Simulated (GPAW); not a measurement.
# Ga (I4/mmm) in GPAW: optical spectrum with PBE

Aim: the optical spectrum of Ga with PBE.

Everything below comes from runs of GPAW 26.7.0. Logs are shortened: lines on timing, memory, paths and dates and some standing lists are left out, and cuts for length are marked. The log counts tension as positive stress, the text compression.

## (1) The structure

Symmetry: I4/mmm, No. 139, tetragonal system. Conventional cell: a = 2.787 Å, b = 2.787 Å, c = 4.653 Å, α = 90.00°, β = 90.00°, γ = 90.00°. Ga (site symmetry 4/mmm) is surrounded by 12 Ga at 2.79 to 3.05 Å.

This isn't the form of Ga at room conditions, which is orthorhombic.

## (2) Optical spectrum, PBE

File run.py:

```python
from ase.dft.bandgap import bandgap
from ase.io import read, write
from gpaw import GPAW, PW
from gpaw.response.df import DielectricFunction

atoms = read('Ga.xyz')

calc = GPAW(mode=PW(500),
            xc='PBE',
            kpts={'size': (11, 11, 11), 'gamma': True},
            occupations={'name': 'fermi-dirac', 'width': 0.05},
            nbands=7,
            convergence={'density': 1e-06},
            maxiter=150,
            txt='gpaw.txt')
atoms.calc = calc
energy = atoms.get_potential_energy()
calc.write('gs.gpw')
write('result.traj', atoms)
print(f'Energy: {energy:.6f} eV')
print('Fermi level:', round(calc.get_fermi_level(), 4), 'eV')
print(f'Gap: {bandgap(calc)[0]:.4f} eV, direct: {bandgap(calc, direct=True)[0]:.4f} eV')

dense = calc.fixed_density(kpts={'size': (34, 34, 34), 'gamma': True},
                           nbands=18, convergence={'bands': 12, 'eigenstates': 1e-7},
                           update_fermi_level=True, txt='dense.txt')
dense.write('dense.gpw', mode='all')

df = DielectricFunction('dense.gpw', frequencies={'type': 'nonlinear', 'domega0': 0.05, 'omega2': 10},
                        eta=0.1, ecut=50, nbands=12, rate='eta', txt='df.txt')
for direction in ['x', 'z']:
    df.get_dielectric_function(xc='RPA', direction=direction, filename=f'df_{direction}.csv')
```

File Ga.xyz:

```xyz
1
Lattice="-1.3935671902 1.3935671902 2.3265304007 1.3935671902 -1.3935671902 2.3265304007 1.3935671902 1.3935671902 -2.3265304007" Properties=species:S:1:pos:R:3 pbc="T T T"
Ga     0.0000000000      0.0000000000      0.0000000000
```

Potentials or basis: GPAW PAW data sets (gpaw-data 1.2.1), pw.

Started as:

```sh
OMP_NUM_THREADS=1 python run.py
```

gpaw.txt:

```text
__  _  _
 | _ |_)|_||  |
 |__||  | ||/\| - 26.7.0

Input parameters:
  mode=PW(ecut=500.0),
  convergence={'density': 1e-06},
  kpts=MonkhorstPack(size=(11, 11, 11), gamma=True),
  maxiter=150,
  nbands=7,
  occupations=Occupations(name='fermi-dirac', width=0.05),
  xc=XC(name='PBE')

Diagonalizing LCAO Hamiltonian
Converting LCAO to pw mode

       Ga

Atoms  # Å, Bohr magnetons
|   | symbol |        x |        y |        z |    initial magnetic moments |
|---|--------|----------|----------|----------|-----------------------------|
| 0 |     Ga | 0.000000 | 0.000000 | 0.000000 | ( 0.0000,  0.0000,  0.0000) |

Unit cell  # Å
| periodic |         x |         y |         z |  lengths |     angles |
|----------|-----------|-----------|-----------|----------|------------|
|      yes | -1.393567 |  1.393567 |  2.326530 | 3.049066 | 125.606528 |
|      yes |  1.393567 | -1.393567 |  2.326530 | 3.049066 | 125.606528 |
|      yes |  1.393567 |  1.393567 | -2.326530 | 3.049066 |  80.535805 |

Number of symmetries: 16
Symmetry operations  # r_c * U_cc + t_c -> r_c
|    | kind |            matrix            |
|----|------|------------------------------|
|  0 |  σ   |  1, 1, 1,  0, 0,-1,  0,-1, 0 |
|  1 |  C4  |  1, 1, 1,  0, 0,-1, -1, 0, 0 |
|  2 |  E   |  1, 0, 0,  0, 1, 0,  0, 0, 1 |
|  3 |  σ   |  1, 0, 0,  0, 1, 0, -1,-1,-1 |
|  4 |  σ   |  0, 1, 0,  1, 0, 0,  0, 0, 1 |
|  5 |  C2  |  0, 1, 0,  1, 0, 0, -1,-1,-1 |
|  6 |  C2  |  0, 0, 1, -1,-1,-1,  1, 0, 0 |
|  7 |  S4  |  0, 0, 1, -1,-1,-1,  0, 1, 0 |
|  8 |  C4  |  0, 0,-1,  1, 1, 1,  0,-1, 0 |
|  9 |  σ   |  0, 0,-1,  1, 1, 1, -1, 0, 0 |
| 10 |  σ   |  0,-1, 0, -1, 0, 0,  1, 1, 1 |
| 11 |  C2  |  0,-1, 0, -1, 0, 0,  0, 0,-1 |
| 12 |  C2  | -1, 0, 0,  0,-1, 0,  1, 1, 1 |
| 13 |  i   | -1, 0, 0,  0,-1, 0,  0, 0,-1 |
| 14 |  S4  | -1,-1,-1,  0, 0, 1,  1, 0, 0 |
| 15 |  C2  | -1,-1,-1,  0, 0, 1,  0, 1, 0 |

BZ-sampling:
  Number of BZ points: 1331
  Number of IBZ points: 126

  Monkhorst-Pack size: [11, 11, 11]
  Monkhorst-Pack shift: [0, 0, 0]

K-points  # in reciprocal-cell coordinates
|     |                                coordinates |     weight |
|-----|--------------------------------------------|------------|
|   0 | (  0.00000000,   0.00000000,   0.00000000) | 0.00075131 |
|   1 | (  0.09090909,  -0.09090909,   0.00000000) | 0.00300526 |
|   2 | (  0.09090909,  -0.09090909,   0.09090909) | 0.00300526 |
|   3 | (  0.09090909,   0.00000000,   0.00000000) | 0.00601052 |
|   4 | (  0.09090909,   0.09090909,  -0.09090909) | 0.00150263 |
|   5 | (  0.18181818,  -0.18181818,   0.00000000) | 0.00300526 |
|   6 | (  0.18181818,  -0.18181818,   0.09090909) | 0.00601052 |
|   7 | (  0.18181818,  -0.18181818,   0.18181818) | 0.00300526 |
|   8 | (  0.18181818,  -0.09090909,   0.00000000) | 0.01202104 |
|   9 | (  0.18181818,  -0.09090909,   0.09090909) | 0.00601052 |
| ... |                                            |            |
| 125 | (  0.45454545,   0.45454545,   0.45454545) | 0.00601052 |

Plane wave coefficients: 473
Cutoff: 500.0 eV

Spin-components: 1 (collinear spins)
Bands:           7
Projectors:      5
Spin-degeneracy: 2
Datatype:        complex128

Parallelization:
  kpt:    1
  domain: 1
  band:   1

Density:
  Valence electrons: 3.0
  Components: 1
  Grid points: [16 16 16]
  Charge: 0.0  # |e|

Potential:
  Grid points: [16 16 16]

species:
  Ga:
    name:    Gallium
    Z:       31.0
    valence: 3
    core:    28
    charge:  0.0  # [|e|]
    compensation charges:
      type: gauss
      rc: 0.37  # [Å]
      lmax: 2
    cutoffs:
      filter: 2.06  # [Å]
      core: 4.17  # [Å]
    projectors
    | kind |    occ | energy [eV] | rcut [Å] |
    |------|--------|-------------|----------|
    |   4s |  2.000 |      -8.945 |    1.164 |
    |   4p |  1.000 |      -2.580 |    1.164 |
    |    s |        |      18.266 |    1.164 |
    |    p |        |      24.631 |    1.164 |
    |    d |        |       0.000 |    1.164 |

    Using partial waves for Ga as LCAO basis

Reference energy: -52884.671529  # eV

eigensolver:
  PPCG
  Converge bands: occupied
  niter=2

density mixing:
  MSR1-Mixer
  Pratt-step length: 0.05
  Maximum mixing coefficient: 0.75
  Old densities: 10
  SVD Regularization: 0.005
  Good broyden scale: 1.0
  Trust region scale: 1.0
  Backstep threshold: 4.0
  History deletion threshold: 6.0
  Fourier metric: weight=20.0, sigma=0.015

occupation numbers:
  Fermi-Dirac:
    width: 0.0500  # eV

poisson solver:
  ecut: 4000.0  # eV

xc functional:
  name: PBE with 2 nearest neighbor stencil

convergence criteria:
- Maximum integral of absolute [dens]ity change: 1e-06 electrons / valence electron
- Maximum [total energy] change in last 3 cyles: 0.0005 eV / valence electron
- Maximum integral of absolute [eigenst]ate change: 4e-08 eV^2 / valence electron
maximum number of iterations: 150

SCF iterations
|iter     | |      energy | eigst |  dens |
|---------|-|-------------|-------|-------|
|iter:   1| |   -2.901536 | -0.96 |       |
|iter:   2| |   -2.900553 | -3.50 | -1.06 |
|iter:   3| |   -2.891564 | -3.68 | -1.08 |
|iter:   4| |   -2.890861 | -4.55 | -1.64 |
|iter:   5| |   -2.890860c| -6.09 | -2.92 |
|iter:   6| |   -2.890860c| -6.90 | -3.35 |
|iter:   7| |   -2.890860c| -8.09c| -4.73 |
|iter:   8| |   -2.890860c| -8.90c| -5.20 |
|iter:   9| |   -2.890860c| -9.67c| -6.21c|

Converged in 9 steps
Energy contributions relative to reference atoms: (reference = -52884.671529)

Energy contributions:
  Kinetic:           9.638868
  Coulomb:          -7.689768
  Zero:              0.008593
  External:          0.000000
  Xc:               -4.846796
  Entropy:          -0.003514
  Spinorbit:         0.000000
  ----------------------------
  Free energy:      -2.892617
  Extrapolated:     -2.890860

dipole moment: (-3.589089, -3.589089, -5.991907)  # |e|*Ang

Fermi level: 6.650
Eigenvalues  # (at kpt = [0.000, 0.000, 0.000])
| band index |      eig [eV] | occ [0-2] |
|------------|---------------|-----------|
|          0 |        -4.729 |     2.000 |
|          1 |        19.141 |     0.000 |
|          2 |        19.489 |     0.000 |
|          3 |        19.489 |     0.000 |
|          4 |        21.377 |     0.000 |
|          5 |        22.407 |     0.000 |
|          6 |        22.407 |     0.000 |

No gap
No difference between direct/indirect transitions
# Writing to gs.gpw (mode='')
```

df.txt:

```text
NonLinearFrequencyDescriptor(from 0.000 to 45.309 eV, 316 points)
NonLinearFrequencyDescriptor(from 0.000 to 45.309 eV, 316 points)

Calculating chi0 body with:
    Ground state adapter containing:
    Number of spins: 1
    Number of kpoints: 39304
    Number of irreducible kpoints: 2844
    Number of completely occupied states: 0
    Number of partially occupied states: 3

    Linear response parametrization:
    q_c: [0.0, 0.0, 0.0]
    Number of frequency points: 316
[... 42 lines left out ...]
    Number of spins: 1
    Number of kpoints: 39304
    Number of irreducible kpoints: 2844
    Number of completely occupied states: 0
    Number of partially occupied states: 3

Symmetries of q_c:
    Direct symmetries (Uq -> q): 16
    Indirect symmetries (TUq -> q): 0
In total 16 allowed symmetries.

Integral kind: intraband
Plasma frequency:
[[12.06-0.j  0.  +0.j  0.  +0.j]
 [ 0.  +0.j 12.06-0.j  0.  +0.j]
 [ 0.  -0.j  0.  +0.j 12.02-0.j]]

Finished calculating chi0
```

Wall time 3.9 min (1 thread of Arm Neoverse V2, shared host); peak memory 0.94 GiB.

Results:

* Free energy: -2.8926 eV
* Band gap on the k mesh: none (metal or under the smearing width)

Dielectric function (mean over the directions given):
```tsv
energy (eV)	real part	imaginary part
0.88	-140.62	71.15
1.26	-82.78	57.66
1.77	-60.07	26.78
2.30	-36.75	12.64
2.66	-28.53	8.04
3.17	-19.61	4.83
3.69	-14.82	2.76
4.16	-11.43	2.16
4.51	-9.64	1.69
5.01	-7.61	1.23
5.53	-6.10	0.88
5.91	-5.27	0.69
6.39	-4.33	0.56
6.87	-3.63	0.43
7.38	-3.01	0.35
7.81	-2.58	0.29
8.25	-2.20	0.24
8.80	-1.81	0.20
9.18	-1.58	0.17
9.66	-1.31	0.16
10.16	-1.10	0.14
10.67	-0.90	0.12
11.09	-0.75	0.10
11.52	-0.62	0.10
12.08	-0.47	0.09
12.42	-0.39	0.08
12.88	-0.29	0.08
13.48	-0.18	0.07
13.97	-0.09	0.08
14.35	-0.04	0.07
14.86	0.03	0.07
15.39	0.09	0.06
15.80	0.14	0.06
16.36	0.20	0.05
16.93	0.25	0.05
17.51	0.30	0.05
17.96	0.34	0.05
18.58	0.38	0.05
19.22	0.42	0.05
19.87	0.46	0.05
```

Caveat: the intraband term hangs on this k mesh; the long-wavelength limit can be off by a per cent or two; independent-particle spectra lack excitons.
